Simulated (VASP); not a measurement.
Write the native input for VASP 6.6.1 that does the following.

```
Task                   : single point
Functional             : PBE
Potentials or basis    : VASP PAW PBE potentials, release 64 (Ca_sv)
Cutoff                 : 520 eV
k mesh                 : 8 × 8 × 8
Occupations            : fermi-dirac, width 0.05 eV
Spin                   : no spin polarisation
Further INCAR settings : ALGO = Normal; EDIFF = 1e-07; NBANDS = 11
```

The structure of Ca lies in POSCAR:

```
Ca
1.0
    0.0226090000      2.8095600000      2.7447680000
    2.7524950000      0.0396230000      2.7277540000
    2.8498400000      2.8898890000     -0.0577210000
Ca
1
Direct
   -0.0007270000      0.0032390000     -0.0010580000
```

The cell isn't the ideal one: cell strained at random at fixed volume.

One way to write it, as run:

INCAR

```
PREC = Accurate
ENCUT = 520
EDIFF = 1E-7
ISMEAR = -1
SIGMA = 0.05
LREAL = False
LASPH = True
NELM = 100
ALGO = Normal
ISIF = 2
LWAVE = False
LCHARG = True
GGA = PE
LELF = True
LVHAR = True
NBANDS = 11
```

KPOINTS

```
regular mesh
0
Gamma
  8 8 8
```

Potentials or basis: VASP PAW PBE potentials, release 64 (Ca_sv).

The run is started by

```bash
$ cat potpaw_PBE.64/Ca_sv/POTCAR > POTCAR
$ mpirun -np 1 vasp_std > vasp.out
```

Results of the run:

- Pressure: -0.5 GPa
- Band gap on the k mesh: none (metal or under the smearing width)

Wall time 86 s on 1 thread of Intel(R) Xeon(R) Platinum 8488C (Sapphire Rapids) (shared host), peak memory 0.25 GiB.
